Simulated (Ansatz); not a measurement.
Cubic perovskite LaAlO₃ (cubic high-temperature phase)

All values below come from LDA (Ansatz, a program for electronic structure, PAW).

Settings: plane-wave cutoff 520 eV, 6×6×6 k mesh, scalar-relativistic PAW data made under PBE.

Cell: relaxed at this level.

- elastic constant C11: 387 GPa
- elastic constant C12: 141 GPa
- elastic constant C44: 170 GPa
- Voigt–Reuss–Hill bulk modulus: 223 GPa
- Voigt–Reuss–Hill shear modulus (Hill average): 149 GPa
- Young modulus: 366 GPa
- Poisson ratio: 0.227

Note: the relaxation could not lower the start's symmetry, so the cell can be a saddle point above a distorted one.

Elastic constants are with the ions relaxed.

Spin–orbit coupling is not included.

Static lattice: no zero-point or thermal effects.

It cost about 30 core-seconds (a rough figure) of CPU time.
